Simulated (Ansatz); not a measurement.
SnTe under changes of volume

One of the cells (31.281 Å³/atom); the others are scaled copies at fixed shape and fractional positions:

```
Te Sn
1.0
     0.00000    3.15085    3.15085
     3.15085    0.00000    3.15085
     3.15085    3.15085    0.00000
Te Sn
1 1
Direct
  0.50000 0.50000 0.50000
  0.00000 0.00000 0.00000
```

* Program: Ansatz 0.2.0
* Functional: PBEsol
* Potentials or basis: Ansatz PAW
* Cutoff: 420 eV (not typed: the program's choice for these potentials)
* k mesh: 7 × 7 × 7
* Occupations: fermi-dirac, width 0.05 eV
* Spin: spin-orbit coupling, no magnetisation

| volume (Å³/atom) | energy over the lowest point (meV/atom) | pressure (GPa) |
| --- | --- | --- |
| 29.404 | 13.20 | 2.8 |
| 30.030 | 4.58 | 1.6 |
| 30.656 | ? | ? |
| 31.281 | 0.00 | -0.4 |
| 31.907 | 3.17 | -1.2 |
| 32.532 | 9.47 | -2.0 |
| 33.158 | 18.58 | -2.7 |

What does the run at 30.656 Å³/atom give?

Energy over the lowest point 0.33 meV/atom; pressure 0.6 GPa.

Worked out: A Birch-Murnaghan fit of order 3 (a polynomial in V^(-2/3)) to the other rows has its minimum at 31.02 Å³/atom with B0 = V·E''(V) = 46 GPa and B' = 4.5. It gives 0.33 meV/atom at 30.656 Å³/atom, against the run's 0.33, and -dE/dV = 0.6 GPa, against 0.6.

Energies are extrapolated to zero smearing.

Caveats: the PAW data sets come from PBE, with cores solved anew for the run's functional, which leaves a small shift of forces and pressure.
